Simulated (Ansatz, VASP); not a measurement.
La, level by level in two programs

```
La
1.0
     3.77484    0.00000    0.00000
    -1.88742    3.26910    0.00000
     0.00000    0.00000    6.11020
La
2
Direct
  0.66667 0.33333 0.75000
  0.33333 0.66667 0.25000
```

Change from the starting cell: volume scaled by 1.02.

Single points on this cell with VASP 6.6.1 and Ansatz 0.2.0. Each row is one pair of runs. Alike in all rows: spin: off; k mesh: 8 × 8 × 5; smearing: fermi-dirac, width 0.05 eV; VASP's potentials, cutoff: VASP PAW PBE potentials, release 64 (La), 520 eV.

```tsv
level	Ansatz's potentials, cutoff	gap on the k mesh at the Fermi level (eV), VASP	gap on the k mesh at the Fermi level (eV), Ansatz	pressure (GPa), VASP	pressure (GPa), Ansatz	largest component of the traceless stress (GPa), VASP	largest component of the traceless stress (GPa), Ansatz
PBE	Ansatz PAW, 420 eV	none	none	0.2	0.1	0.26	0.27
PBE	Ansatz PAW earlier set, 640 eV	none	none	0.2	0.2	0.26	0.26
PBE	SSSP efficiency PAW, 544 eV	none	none	0.2	0.3	0.26	0.25
PBE	JTH PAW, 840 eV	none	none	0.2	0.3	0.26	0.24
PBE	SPMS NC, 490 eV	none	none	0.2	0.2	0.26	0.28
PBE	PseudoDojo standard (PBE files), 1497 eV	none	none	0.2	0.1	0.26	0.27
PBE	PseudoDojo stringent (PBE files), 1497 eV	none	none	0.2	0.1	0.26	0.27
PBE	Ansatz NC, 1497 eV	none	none	0.2	0.1	0.26	0.27
```

Pressure (GPa): the two programs differ by at most 0.08; largest component of the traceless stress (GPa): the two programs differ by at most 0.017.

A gap of «none» marks a metal or a gap that the smearing closes.
